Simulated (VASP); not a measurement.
**TiB: single point with r2SCAN**

The system is TiB.

```
Ti B
1.0
     0.00000    2.10100    2.10100
     2.10100    0.00000    2.10100
     2.10100    2.10100    0.00000
Ti B
1 1
Direct
  0.25000 0.25000 0.25000
  0.00000 0.00000 0.00000
```

| Property | Result |
| --- | --- |
| Program | VASP 6.6.1 |
| Task | single point |
| Functional | r2SCAN |
| Potentials or basis | VASP PAW PBE potentials, release 64 (Ti_sv, B) |
| Cutoff | 520 eV |
| k mesh | 12 × 12 × 12 |
| Occupations | fermi-dirac, width 0.05 eV |
| Spin | no spin polarisation |
| Dipole correction | no |
| Further INCAR settings | ALGO = Normal; EDIFF = 1e-06; NBANDS = 14 |

The pressure is 122.1 GPa. The band gap on the k mesh is none (metal or under the smearing width).

Levels at points of the mesh, in eV from the Fermi level:
```csv
k point,band 5,band 6,band 7,band 8,band 9,band 10,band 11,band 12
"(0.00, 0.00, 0.00)",-9.53,-2.08,-2.08,-2.08,3.63,3.63,12.94,13.42
"(0.50, 0.00, 0.00)",-6.08,-2.64,-1.29,-1.29,4.53,4.53,6.28,10.62
"(0.50, 0.50, 0.00)",-4.88,-4.76,1.18,1.94,1.94,5.20,6.44,6.44
```

It took 39 s on 1 thread of Intel(R) Xeon(R) Platinum 8559C (Emerald Rapids), with other jobs on the host, peak memory 0.15 GiB.

Caveat: a pressure of tens of GPa on the cell as given is suspect, and the run, the potentials or the cell itself is likely at fault; the PAW data sets were made with another functional, which shifts forces and pressure a little.
